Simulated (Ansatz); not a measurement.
# Co (P6_3/mmc) in Ansatz: a series of runs

The runs below take Co through single point, equation of state, with PBE+D3(BJ).

All numbers are computed with Ansatz 0.2.0; they aren't measurements. Logs are shortened: lines on timing, memory, paths and dates and some standing lists are left out, and cuts for length are marked.

## (1) Starting point

Symmetry: P6_3/mmc, No. 194, hexagonal system. Conventional cell: a = 2.471 Å, b = 2.471 Å, c = 8.088 Å, α = 90.00°, β = 90.00°, γ = 120.00°. Around Co (site symmetry -6m2) lie 12 Co at 2.47 Å. Around Co (site symmetry -3m) lie 12 Co at 2.47 Å.

## (2) Single point, PBE+D3(BJ), collinear spin, ferromagnetic start, 10.05 Å³/atom (volume scaled by 0.94)

File input.yaml:

```yaml
crystal:
  lattice:
    - [2.4201280013, 0.0, 0.0]
    - [-1.2100640007, 2.0958923296, 0.0]
    - [0.0, 0.0, 7.9231214745]
  atoms:
    - { symbol: Co, position: [0.6666666667, 0.3333333333, 0.75], spin: 2.0 }
    - { symbol: Co, position: [0.0, 0.0, 0.5], spin: 2.0 }
    - { symbol: Co, position: [0.3333333333, 0.6666666667, 0.25], spin: 2.0 }
    - { symbol: Co, position: [0.0, 0.0, 0.0], spin: 2.0 }
hamiltonian:
  xc: pbe
  pseudopotentials: { kind: paw }
  dispersion: d3bj
magnetization:
  spin_polarized: true
kpoints:
  mp_grid: { grid: [12, 12, 4] }
scf:
  occupations: { method: fermi_dirac, width: 0.05 }
output:
  forces: true
  stress: true
  eigenvalues: true
```

Potentials or basis: Ansatz PAW.

On the command line:

```
ansatz run input.yaml --threads 2 --pin off --max-ram 5120MiB --backend cpu --events-out ev --progress --plain --runs-dir out
```

Log:

```text
Warning: RAYON_NUM_THREADS=2 ignored (pool sized by the plan → 2); use --threads N
Engine: ansatz 0.2.0, aarch64-unknown-linux-gnu
Pseudopotentials: kind: paw
Pseudopotential: Co, paw, valence charge 17, recommended cutoff 420 eV (normal), Co.paw.azcp
Functional definition: PBE
  parameter kappa = 0.804
  parameter beta = 0.06672455060314922
  exchange = pbe_x(kappa = kappa, mu = beta*pi^2/3)
  correlation = pbe_c(beta = beta)
Crystal: 4 atoms, lattice volume = 40.189 Å³
Basis set: ecut = 420 eV, 741 PW (Γ), exchange–correlation on 36×36×108 points (8 copies of the dense FFT grid, shifted against one another)
Bands: 46, of which v1, the nominal top of the filled ones, is band 34 counted from 1 (33 counted from 0)
Symmetry: 24 space group operations
Space group: P63/mmc (ITA 194), of the structure as read, at distance tolerance 3.4e-5 Å
Magnetic group: BNS 194.263 (UNI 1493), of the structure as read, at distance tolerance 3.4e-5 Å
k-points: 57 of 576
Non-local potential: Co, projectors of the file, l = 0: 3, l = 1: 2, l = 2: 3, l = 3: 1
PAW form: soft (Blöchl's): semilocal exchange-correlation on the pseudo side does not see the compensation charge
PAW one-centre angular grid: Co, 590 points (default); XC on 64 Gauss nodes
Initial density: superposition of atomic densities (chi_scale 0.1, normalization cell)
Starting moments: Σ|m| = 8 μB on 4 of 4 sites
Initial wavefunctions: pseudopotential atomic-orbital guess
Functional: x = pbe(κ = 0.804, μ = 0.2195149727645171), c = pbe(β = 0.06672455060314922)
SCF iter   1: F=—  HF=-20504.698747 eV  |F-HF|=—  |Δ(HF+E_count)|=         —  Δρ=8.22e-2 (↑7.73e-2 ↓8.22e-2)  dr2=5.64e0  dr2_m=1.07e-1  M=6.712 μB ∫|m|=6.943 μB  β_m=0.30  ethr=3.10e-3  ⟨swp⟩=5.8  Hψ=17599  notcnv=0  defer=10
Mixer restart at iter 1: flushing history
preconditioner: auto → none  [metal: Δε(μ)=0.016 eV  Ē_g=9.722 eV  σ=0.050 eV  W_gap=0.08  n_scr=6 (ndim 8)  ℏωp=35.1 eV  f_vac=0.000  D(μ)=3.74/eV (n_scr^D=52)  sad-step TF]
SCF iter   2: F=—  HF=-20502.969690 eV  |F-HF|=—  |Δ(HF+E_count)|=    1.73e0  Δρ=3.17e-2 (↑1.41e-2 ↓3.17e-2)  dr2=4.06e-1  dr2_m=9.70e-2  M=6.848 μB ∫|m|=7.156 μB  β_m=0.34  ethr=3.10e-3  ⟨swp⟩=2.4  Hψ=8892  notcnv=0  defer=432
SCF iter   3: F=—  HF=-20504.280633 eV  |F-HF|=—  |Δ(HF+E_count)|=    1.31e0  Δρ=1.72e-2 (↑1.72e-2 ↓1.01e-2)  dr2=4.90e-2  dr2_m=3.50e-2  M=6.726 μB ∫|m|=7.112 μB  β_m=0.50  ethr=5.96e-4  ⟨swp⟩=2.1  Hψ=6857  notcnv=0  defer=433
SCF iter   4: F=—  HF=-20505.574734 eV  |F-HF|=—  |Δ(HF+E_count)|=    1.29e0  Δρ=1.54e-2 (↑1.54e-2 ↓1.31e-2)  dr2=1.51e-1  dr2_m=8.16e-3  M=6.577 μB ∫|m|=7.023 μB  β_m=0.75  ethr=7.21e-5  ⟨swp⟩=2.9  Hψ=9385  notcnv=0  defer=434
SCF iter   5: F=—  HF=-20506.154687 eV  |F-HF|=—  |Δ(HF+E_count)|=   5.80e-1  Δρ=1.53e-2 (↑7.28e-3 ↓1.53e-2)  dr2=1.39e-1  dr2_m=8.60e-3  M=6.366 μB ∫|m|=6.879 μB  β_m=0.50  ethr=7.21e-5  ⟨swp⟩=2.6  Hψ=10571  notcnv=0  defer=415
SCF iter   6: F=—  HF=-20506.170911 eV  |F-HF|=—  |Δ(HF+E_count)|=   1.62e-2  Δρ=4.34e-3 (↑2.38e-3 ↓4.34e-3)  dr2=5.16e-3  dr2_m=3.16e-3  M=6.335 μB ∫|m|=6.854 μB  β_m=0.50  ethr=7.21e-5  ⟨swp⟩=2.1  Hψ=8697  notcnv=0  defer=386
SCF iter   7: F=—  HF=-20506.191527 eV  |F-HF|=—  |Δ(HF+E_count)|=   2.06e-2  Δρ=2.88e-3 (↑2.88e-3 ↓1.29e-3)  dr2=5.08e-4  dr2_m=1.41e-3  M=6.290 μB ∫|m|=6.825 μB  β_m=0.75  ethr=7.59e-6  ⟨swp⟩=2.1  Hψ=10003  notcnv=0  defer=386
SCF iter   8: F=—  HF=-20506.193008 eV  |F-HF|=—  |Δ(HF+E_count)|=   1.48e-3  Δρ=9.40e-4 (↑9.40e-4 ↓3.37e-4)  dr2=2.11e-4  dr2_m=7.53e-5  M=6.269 μB ∫|m|=6.813 μB  β_m=0.66  ethr=7.47e-7  ⟨swp⟩=2.0  Hψ=9199  notcnv=0  defer=386
SCF iter   9: F=—  HF=-20506.192937 eV  |F-HF|=—  |Δ(HF+E_count)|=   7.06e-5  Δρ=3.74e-4 (↑2.21e-4 ↓3.74e-4)  dr2=3.20e-5  dr2_m=2.80e-5  M=6.269 μB ∫|m|=6.813 μB  β_m=0.83  ethr=3.11e-7  ⟨swp⟩=2.1  Hψ=8151  notcnv=0  defer=386
SCF iter  10: F=—  HF=-20506.192943 eV  |F-HF|=—  |Δ(HF+E_count)|=   5.25e-6  Δρ=1.42e-4 (↑1.34e-4 ↓1.42e-4)  dr2=1.46e-5  dr2_m=1.56e-6  M=6.268 μB ∫|m|=6.812 μB  β_m=0.80  ethr=4.71e-8  ⟨swp⟩=1.6  Hψ=5875  notcnv=0  defer=386
SCF iter  11: F=—  HF=-20506.192939 eV  |F-HF|=—  |Δ(HF+E_count)|=   3.46e-6  Δρ=8.99e-5 (↑8.07e-5 ↓8.99e-5)  dr2=6.56e-6  dr2_m=1.23e-7  M=6.267 μB ∫|m|=6.811 μB  β_m=0.66  ethr=2.14e-8  ⟨swp⟩=2.2  Hψ=7890  notcnv=0  defer=386
SCF iter  12: F=—  HF=-20506.192940 eV  |F-HF|=—  |Δ(HF+E_count)|=   7.21e-7  Δρ=1.72e-5 (↑1.42e-5 ↓1.72e-5)  dr2=1.84e-7  dr2_m=2.60e-8  M=6.268 μB ∫|m|=6.812 μB  β_m=0.83  ethr=9.65e-9  ⟨swp⟩=2.0  Hψ=6988  notcnv=0  defer=386
SCF iter  13: F=—  HF=-20506.192940 eV  |F-HF|=—  |Δ(HF+E_count)|=   1.43e-8  Δρ=2.59e-6 (↑2.59e-6 ↓1.73e-6)  dr2=5.30e-9  dr2_m=1.41e-10  M=6.268 μB ∫|m|=6.812 μB  β_m=0.80  ethr=2.71e-10  ⟨swp⟩=2.4  Hψ=8306  notcnv=0  defer=386
SCF iter  14: F=-20506.192940 eV  HF=-20506.192940 eV  |F-HF|=1.12e-9  |Δ(HF+E_count)|=  2.62e-10  Δρ=1.57e-6 (↑8.29e-7 ↓1.57e-6)  dr2=1.31e-9  dr2_m=1.98e-10  M=6.268 μB ∫|m|=6.812 μB  ethr=7.79e-12  ⟨swp⟩=6.1  Hψ=18821  notcnv=0
SCF 1 converged in 14 iterations: F = -20506.192940 eV  dr2 = 1.31e-9
SCF converged after 14 iterations
Magnetization: 6.2677 μB (37.1338 up, 30.8662 down)
Absolute magnetization: 6.8146 μB (∫|ρ↑−ρ↓|, with the PAW one-centre terms)
Spin contamination: 0.0890 ħ² per cell (⟨S²⟩ above its minimum at these occupations)
Per-site moments (μB) at R_I (Å): [(1.6419259802672463, 0.9983028005515256), (1.617959968144832, 0.9983028005515256), (1.6419259802672452, 0.9983028005515256), (1.6179599681448322, 0.9983028005515256)]
Free energy (F): -20506.192940 eV
Harris-Foulkes:  -20506.192940 eV  (|F-HF|=1.12e-9)
Internal energy: -20506.159094 eV  (E = F + TS)
E sigma→0 (E₀):  -20506.176017 eV
Entropy (-TS):   -0.033845 eV (-8.461 meV/atom)
Fermi energy:    20.549258 eV
--- Per-component energies (eV) ---
  E_band       = -861.355748
  E_kinetic    = 1824.859925
  E_local      = -10887.231558  (includes V_loc(G=0)·N_el)
  E_nonlocal   = 1816.133686
  E_hartree    = 4583.610091
  E_xc         = -639.700401
  E_vxc        = -825.772932  (∫ρ·V_xc dr)
  E_paw        = -6061.748172  (= ΣΔE_a)
  E_vpaw       = -1956.562262  (= ΣTr[D̂ρ^β])
  E_aug_tail   = 0.000447  (compensation charges beyond the density's cutoff)
  E_ewald      = -11140.277617
  E_disp       = -1.805495  (pairwise vdW)
  E_smearing   = -0.033845  (= −TS)
  E_closure    = -0.000000  (closes the sum)
  Σ components = -20506.192940   (vs F -20506.192940, Δ=0.00e0)
--- Forces (eV/Å), atoms counted from 1 ---
  atom   1  Co     0.00000000    -0.00000000     0.00000000
  atom   2  Co     0.00000000    -0.00000000     0.00000000
  atom   3  Co    -0.00000000     0.00000000     0.00000000
  atom   4  Co     0.00000000    -0.00000000     0.00000000
  max |Σ_I F_I| component: 1.16e-18 eV/Å
--- Stress (GPa, compression-positive) ---
       14.509629       0.000000       0.000000
        0.000000      14.509629       0.000000
        0.000000       0.000000      10.519298
  P = ⅓ Tr σ = 13.1795 GPa (131.795 kbar)
--- Band table (eV; the first three rows and the last of 114) ---
  k-point 0 ↑: bands = ["-75.6259", "-75.6030", "-75.5624", "-75.5394", "-39.0726", "-38.9000", "-38.8208", "-38.6852", "-38.6852", "-38.6641", "-38.6641", "-38.6458", "-38.6458", "-38.6445", "-38.6246", "-38.6246", "10.9938", "13.3096", "13.3322", "14.9276", "17.3270", "17.3624", "17.6393", "17.6393", "17.6852", "17.6852", "17.7037", "17.9574", "17.9574", "18.0408", "18.0408", "18.7326", "18.7326", "19.0946", "19.0946", "19.4415", "19.4415", "19.8795", "19.8795", "20.1115", "27.3294", "35.9384", "35.9482", "42.7996", "43.3698", "44.3855"]
  k-point 1 ↑: bands = ["-75.6234", "-75.6078", "-75.5577", "-75.5420", "-39.0571", "-38.9498", "-38.7704", "-38.6832", "-38.6832", "-38.6693", "-38.6693", "-38.6605", "-38.6406", "-38.6406", "-38.6267", "-38.6267", "11.1585", "12.3957", "14.1888", "14.8917", "17.3890", "17.6155", "17.6563", "17.6694", "17.6694", "17.7164", "17.7164", "17.9111", "17.9111", "17.9864", "17.9864", "18.7952", "18.7952", "19.0423", "19.0423", "19.5237", "19.5237", "19.5274", "19.8264", "19.8264", "28.2263", "33.0023", "39.0006", "42.8943", "43.2731", "44.0829"]
  k-point 2 ↑: bands = ["-75.6165", "-75.6165", "-75.5490", "-75.5490", "-39.0134", "-39.0134", "-38.7056", "-38.7056", "-38.6773", "-38.6773", "-38.6773", "-38.6773", "-38.6325", "-38.6325", "-38.6325", "-38.6325", "11.6404", "11.6404", "14.7093", "14.7093", "17.5323", "17.5323", "17.7348", "17.7348", "17.7348", "17.7348", "17.8884", "17.8884", "17.8884", "17.8884", "18.4221", "18.4221", "18.9247", "18.9247", "18.9247", "18.9247", "19.6873", "19.6873", "19.6873", "19.6873", "30.3354", "30.3354", "41.9474", "41.9474", "43.1436", "43.1436"]
  k-point 56 ↓: bands = ["-73.5278", "-73.5278", "-73.5185", "-73.5185", "-37.0237", "-37.0237", "-36.9955", "-36.9955", "-36.9466", "-36.9466", "-36.9275", "-36.9275", "-36.7956", "-36.7956", "-36.7800", "-36.7800", "17.3037", "17.3037", "17.4672", "17.4672", "17.4707", "17.4707", "17.5504", "17.5504", "18.6468", "18.6468", "18.7324", "18.7324", "20.1797", "20.1797", "20.7785", "20.7785", "21.5666", "21.5666", "21.6872", "21.6872", "26.5910", "26.5910", "27.2039", "27.2039", "27.8718", "27.8718", "30.7578", "30.7578", "32.7035", "32.7035"]
```

Wall time 12 s (2 threads of Arm Neoverse V1, shared host); peak memory 0.5 GiB.

What came out:

| Quantity | Value |
| --- | --- |
| Free energy | -20506.1929 eV |
| Pressure | 13.2 GPa |
| Band gap on the k mesh | none (metal or under the smearing width) |
| Net moment | 6.27 μB per cell |
| Absolute moment | 6.81 μB per cell |
| Site moments | Co +1.64, +1.62 μB |

Caveat: pairwise dispersion overbinds metals, which lowers pressure and volume.

## (3) Single point, PBE+D3(BJ), collinear spin, ferromagnetic start, 10.26 Å³/atom (volume scaled by 0.96)

Edit input.yaml of step 2 so:

```diff
@@ -2,5 +2,5 @@
   lattice:
-    - [2.4201280013, 0.0, 0.0]
-    - [-1.2100640007, 2.0958923296, 0.0]
-    - [0.0, 0.0, 7.9231214745]
+    - [2.4371717178, 0.0, 0.0]
+    - [-1.2185858589, 2.110652621, 0.0]
+    - [0.0, 0.0, 7.978919943]
   atoms:
```

Potentials or basis: Ansatz PAW.

On the command line:

```
ansatz run input.yaml --threads 2 --pin off --max-ram 5120MiB --backend cpu --events-out ev --progress --plain --runs-dir out
```

Run time: 12 s. Hardware: 2 threads of Arm Neoverse V1, shared host; peak memory 0.51 GiB.

The run converged. Its results:

```
Free energy            : -20506.2481 eV
Pressure               : 7.6 GPa
Band gap on the k mesh : none (metal or under the smearing width)
Net moment             : 6.40 μB per cell
Absolute moment        : 6.96 μB per cell
Site moments           : Co +1.68, +1.65 μB
```

Caveat: pairwise dispersion overbinds metals, which lowers pressure and volume.

## (4) Single point, PBE+D3(BJ), collinear spin, ferromagnetic start, 10.47 Å³/atom (volume scaled by 0.98)

Edit input.yaml of step 3 so:

```diff
@@ -2,5 +2,5 @@
   lattice:
-    - [2.4371717178, 0.0, 0.0]
-    - [-1.2185858589, 2.110652621, 0.0]
-    - [0.0, 0.0, 7.978919943]
+    - [2.4539803297, 0.0, 0.0]
+    - [-1.2269901649, 2.125209306, 0.0]
+    - [0.0, 0.0, 8.033948716]
   atoms:
```

On the command line:

```
ansatz run input.yaml --threads 2 --pin off --max-ram 5120MiB --backend cpu --events-out ev --progress --plain --runs-dir out
```

Wall time 12 s (2 threads of Arm Neoverse V1, shared host); peak memory 0.51 GiB.

It converged, with:

- Free energy: -20506.2754 eV
- Pressure: 2.7 GPa
- Band gap on the k mesh: none (metal or under the smearing width)
- Net moment: 6.52 μB per cell
- Absolute moment: 7.10 μB per cell
- Site moments: Co +1.71, +1.69 μB

Caveat: pairwise dispersion overbinds metals, which lowers pressure and volume.

## (5) Single point, PBE+D3(BJ), collinear spin, ferromagnetic start, 10.69 Å³/atom

Edit input.yaml of step 4 so:

```diff
@@ -2,5 +2,5 @@
   lattice:
-    - [2.4539803297, 0.0, 0.0]
-    - [-1.2269901649, 2.125209306, 0.0]
-    - [0.0, 0.0, 8.033948716]
+    - [2.4705617809, 0.0, 0.0]
+    - [-1.2352808905, 2.1395692639, 0.0]
+    - [0.0, 0.0, 8.0882338]
   atoms:
```

On the command line:

```
ansatz run input.yaml --threads 2 --pin off --max-ram 5120MiB --backend cpu --events-out ev --progress --plain --runs-dir out
```

It took 12 s on 2 threads of Arm Neoverse V1, shared host; peak memory 0.51 GiB.

It converged, with:

```yaml
Free_energy: -20506.2774 eV
Pressure: -1.9 GPa
Band_gap_on_the_k_mesh: none (metal or under the smearing width)
Net_moment: 6.61 μB per cell
Absolute_moment: 7.21 μB per cell
Site_moments: Co +1.73, +1.71 μB
```

Caveat: pairwise dispersion overbinds metals, which lowers pressure and volume.

## (6) Single point, PBE+D3(BJ), collinear spin, ferromagnetic start, 10.90 Å³/atom (volume scaled by 1.02)

Edit input.yaml of step 5 so:

```diff
@@ -2,5 +2,5 @@
   lattice:
-    - [2.4705617809, 0.0, 0.0]
-    - [-1.2352808905, 2.1395692639, 0.0]
-    - [0.0, 0.0, 8.0882338]
+    - [2.486923594, 0.0, 0.0]
+    - [-1.2434617971, 2.1537390097, 0.0]
+    - [0.0, 0.0, 8.1417998233]
   atoms:
```

Potentials or basis: Ansatz PAW.

On the command line:

```
ansatz run input.yaml --threads 2 --pin off --max-ram 5120MiB --backend cpu --events-out ev --progress --plain --runs-dir out
```

It took 12 s on 2 threads of Arm Neoverse V1, shared host; peak memory 0.51 GiB.

The run converged. Its results:

| Quantity | Value |
| --- | --- |
| Free energy | -20506.2561 eV |
| Pressure | -6.0 GPa |
| Band gap on the k mesh | none (metal or under the smearing width) |
| Net moment | 6.68 μB per cell |
| Absolute moment | 7.29 μB per cell |
| Site moments | Co +1.75, +1.73 μB |

Caveat: pairwise dispersion overbinds metals, which lowers pressure and volume.

## (7) Single point, PBE+D3(BJ), collinear spin, ferromagnetic start, 11.12 Å³/atom (volume scaled by 1.04)

Edit input.yaml of step 6 so:

```diff
@@ -2,5 +2,5 @@
   lattice:
-    - [2.486923594, 0.0, 0.0]
-    - [-1.2434617971, 2.1537390097, 0.0]
-    - [0.0, 0.0, 8.1417998233]
+    - [2.503072901, 0.0, 0.0]
+    - [-1.2515364506, 2.1677247198, 0.0]
+    - [0.0, 0.0, 8.1946701348]
   atoms:
@@ -24 +24,5 @@
   eigenvalues: true
+  write_density: true
+  write_potential: true
+  elf: true
+  volumetric_format: npy
```

On the command line:

```
ansatz run input.yaml --threads 2 --pin off --max-ram 5120MiB --backend cpu --events-out ev --progress --plain --runs-dir out
```

Run time: 15 s. Hardware: 2 threads of Arm Neoverse V1, shared host; peak memory 0.52 GiB.

The run converged. Its results:

| Item | Value |
| --- | --- |
| Free energy | -20506.2139 eV |
| Pressure | -9.7 GPa |
| Band gap on the k mesh | none (metal or under the smearing width) |
| Net moment | 6.74 μB per cell |
| Absolute moment | 7.37 μB per cell |
| Site moments | Co +1.77, +1.75 μB |

Caveat: pairwise dispersion overbinds metals, which lowers pressure and volume.

## (8) Single point, PBE+D3(BJ), collinear spin, ferromagnetic start, 11.33 Å³/atom (volume scaled by 1.06)

Edit input.yaml of step 7 so:

```diff
@@ -2,5 +2,5 @@
   lattice:
-    - [2.503072901, 0.0, 0.0]
-    - [-1.2515364506, 2.1677247198, 0.0]
-    - [0.0, 0.0, 8.1946701348]
+    - [2.5190164704, 0.0, 0.0]
+    - [-1.2595082352, 2.1815322559, 0.0]
+    - [0.0, 0.0, 8.2468668932]
   atoms:
```

On the command line:

```
ansatz run input.yaml --threads 2 --pin off --max-ram 5120MiB --backend cpu --events-out ev --progress --plain --runs-dir out
```

Run time: 15 s. Hardware: 2 threads of Arm Neoverse V1, shared host; peak memory 0.52 GiB.

Results (log left out):

```yaml
Free_energy: -20506.1533 eV
Pressure: -13.0 GPa
Band_gap_on_the_k_mesh: none (metal or under the smearing width)
Net_moment: 6.80 μB per cell
Absolute_moment: 7.45 μB per cell
Site_moments: Co +1.78, +1.77 μB
```

Caveat: pairwise dispersion overbinds metals, which lowers pressure and volume.

## (9) Equation of state, PBE+D3(BJ), collinear spin, ferromagnetic start

Potentials or basis: Ansatz PAW.

This step only gathers the single runs of the series.

Results:

```
Equilibrium volume                        : 10.60 Å³/atom
Bulk modulus at fixed shape and positions : 223 GPa
Pressure derivative of the bulk modulus   : 3.9
```

Energy against volume, from the lowest point:
| volume (Å³/atom) | energy (meV/atom) |
| --- | --- |
| 10.047 | 21.11 |
| 10.261 | 7.31 |
| 10.475 | 0.48 |
| 10.688 | 0.00 |
| 10.902 | 5.32 |
| 11.116 | 15.85 |
| 11.330 | 31.03 |

Caveat: the cell was scaled at fixed shape and fractional positions, which overstates the stiffness of a crystal with free parameters, most of all of layers and chains.
